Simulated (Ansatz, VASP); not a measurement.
## One calculation of Bi, two programs

```xyz
2
Lattice="3.1946 0.0000 0.0000 0.0000 3.1781 0.0000 -0.0794 0.0000 6.3568" Properties=species:S:1:pos:R:3 pbc="T T T"
Bi    1.6792    0.0000    4.7649
Bi    1.4361    0.0000    1.5919
```

This isn't the form of Bi at room conditions, which is rhombohedral.

Alike in both runs: task single point; functional PBEsol; k mesh 8 × 8 × 4; occupations fermi-dirac, width 0.05 eV; no spin polarisation.

|  | VASP | Ansatz |
| --- | --- | --- |
| version | VASP 6.6.1 | Ansatz 0.2.0 |
| potentials or method | VASP PAW PBE potentials, release 64 (Bi_d) | Ansatz PAW |
| plane-wave cutoff (eV) | 520 | 420 |
| valence electrons in the cell | 30 | 30 |

|  | VASP | Ansatz | Ansatz less VASP |
| --- | --- | --- | --- |
| gap on the k mesh at the Fermi level (eV) | none | none | - |
| pressure (GPa) | 1.8 | 1.9 | +0.10 |
| largest component of the traceless stress (GPa) | 0.66 | 0.65 | -0.005 |
| rms of the force components (eV/Å) | 0.010 | 0.010 | +0.0002 |

Atom by atom the forces differ by 0.000 eV/Å (rms over components). A gap of «none» marks a metal or a gap that the smearing closes. The functional is the same, so the differences come from potentials, cutoffs and numerics.

Caveats: spin-orbit coupling is left out, which moves the levels of the heavy elements; the PAW data sets were made with another functional, which shifts forces and pressure a little (VASP); the PAW data sets come from PBE, with cores solved anew for the run's functional, which leaves a small shift of forces and pressure (Ansatz).
